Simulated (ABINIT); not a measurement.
Here is an ABINIT 10.8.3 (patched build) calculation.

File run.abi:

```
# Datasets: one volume each
ndtset 7
getwfk -1
scalecart1 3*0.9795861087
scalecart2 3*0.9864848297
scalecart3 3*0.9932883884
scalecart4 3*1.0000000000
scalecart5 3*1.0066227096
scalecart6 3*1.0131594038
scalecart7 3*1.0196128224

# Pseudopotentials
pp_dirpath "./"
pseudos "Mg.GGA_PBE-JTH.xml, B.GGA_PBE-JTH.xml"

# Structure
acell 3*1.0
rprim
     5.8298050945     0.0000000000     0.0000000000
    -2.9149025472     5.0487593110     0.0000000000
     0.0000000000     0.0000000000     6.6575051371
ntypat 2
znucl 12 5
natom 3
typat 1 2 2
xred
     0.0000000000     0.0000000000     0.0000000000
     0.6666666667     0.3333333333     0.5000000000
     0.3333333333     0.6666666667     0.5000000000

# Plane-wave basis
ecut 19.0
pawecutdg 38.0
pawovlp 30

# k points
kptopt 1
ngkpt 10 10 8
nshiftk 1
shiftk 0.0 0.0 0.0

# Exchange and correlation
ixc -150130

# Bands and occupations
nband 12
occopt 3
tsmear 0.00183747

# SCF cycle
nstep 100
tolvrs 1.0e-9

# Output
iomode 3
prtwf 1
prtden 0
prteig 0
prtebands 0
```

Potentials or basis: JTH PAW PBE v2.0.

The run is started by

```console
$ abinit run.abi > log 2>&1
```

(1) What does it give for the pressure derivative of the bulk modulus?

(2) What does it give for the bulk modulus at fixed shape and positions?

Results:

(1) 3.5.

(2) 157 GPa.

Caveat: pressures at fixed basis lie under the slope of the energies; the cell was scaled at fixed shape and fractional positions, which overstates the stiffness of a crystal with free parameters, most of all of layers and chains; the PAW data sets were made with another functional, which shifts forces and pressure a little; the atomic spheres overlap.
